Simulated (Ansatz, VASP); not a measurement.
# AlN in VASP and in Ansatz

```xyz
4
Lattice="3.3135 0.0000 0.0000 -1.6567 2.8696 0.0000 0.0000 0.0000 4.1876" Properties=species:S:1:pos:R:3 pbc="T T T"
Al    0.0000    1.9473    3.1727
Al    1.6567    0.9908    1.0789
N     0.0000    1.8470    0.9853
N     1.6567    0.8905    3.0791
```

Change from the starting cell: mode 4 frozen in at -0.062 Å and mode 10 at -0.066 Å (largest displacements).

Alike in both runs: task single point; functional PBE; k mesh 9 × 9 × 6; occupations gaussian, width 0.05 eV; no spin polarisation.

|  | VASP | Ansatz |
| --- | --- | --- |
| version | VASP 6.6.1 | Ansatz 0.2.0 |
| potentials or method | VASP PAW PBE potentials, release 64 (Al, N) | scalar-relativistic, plane waves, PAW |
| plane-wave cutoff (eV) | 520 | 520 |
| valence electrons in the cell | 16 | 16 |

```csv
,VASP,Ansatz,Ansatz less VASP
gap on the k mesh at the Fermi level (eV),3.28,3.27,-0.009
least direct gap on the mesh (eV),3.28,3.27,-0.009
pressure (GPa),2.0,2.2,+0.18
largest component of the traceless stress (GPa),1.46,1.40,-0.060
rms of the force components (eV/Å),0.884,0.882,-0.0015
```

Atom by atom the forces differ by 0.002 eV/Å (rms over components).

Caveats: forces of over 1 eV/Å show positions far from the minimum, so gaps and moduli don't describe the material at rest.
